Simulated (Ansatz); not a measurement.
# Cu2O: the cost of one run

Method: DFT r2SCAN, scalar-relativistic, plane waves, PAW, in Ansatz 0.2.0.

## Step 1: Starting point

The structure is cubic, space group Pn-3m (No. 224). The conventional cell has a = 4.247 Å, b = 4.247 Å, c = 4.247 Å, α = 90.00°, β = 90.00°, γ = 90.00°. Around Cu (site symmetry -3m) lie 2 O at 1.84 Å. O (site symmetry -43m) is surrounded by 4 Cu at 1.84 Å.

Coordinates:

```xyz
6
Lattice="4.2467 0.0000 0.0000 0.0000 4.2467 0.0000 0.0000 0.0000 4.2467" Properties=species:S:1:pos:R:3 pbc="T T T"
Cu    1.0617    1.0617    3.1850
Cu    3.1850    1.0617    1.0617
Cu    1.0617    3.1850    1.0617
Cu    3.1850    3.1850    3.1850
O     2.1233    2.1233    2.1233
O     0.0000    0.0000    0.0000
```

Source of the structure: the Materials Project (structure only).

(A quick probe on a coarse mesh, which set the mesh and smearing, is not shown.)

## Step 3: Full relaxation

Contents of input.yaml:

```yaml
crystal:
  lattice:
    - [4.24669932, 0.0, 0.0]
    - [0.0, 4.24669932, 0.0]
    - [0.0, 0.0, 4.24669932]
  atoms:
    - { symbol: Cu, position: [0.25, 0.25, 0.75] }
    - { symbol: Cu, position: [0.75, 0.25, 0.25] }
    - { symbol: Cu, position: [0.25, 0.75, 0.25] }
    - { symbol: Cu, position: [0.75, 0.75, 0.75] }
    - { symbol: O, position: [0.5, 0.5, 0.5] }
    - { symbol: O, position: [0.0, 0.0, 0.0] }
basis:
  ecutwfc: 500
kpoints:
  mp_grid: { grid: [6, 6, 6] }
hamiltonian:
  xc: r2scan
scf:
  occupations: { method: gaussian, width: 0.02 }
output:
  forces: true
  stress: true
  eigenvalues: true
relax:
  adjacent_minimum: "off"
  f_tol: 0.005
  max_steps: 80
  cell: { stress_tol: 0.05 }
```

Command:

```console
ansatz run input.yaml --threads 8 --pin off --max-ram 20480MiB --backend cpu --events-out ev --progress --plain --runs-dir out
```

**Question.** How long does this run take on 8 threads of Intel Xeon 6975P-C (Granite Rapids), shared host, and how much memory does it need?

About 4.4 s, with a peak of 0.75 GiB.
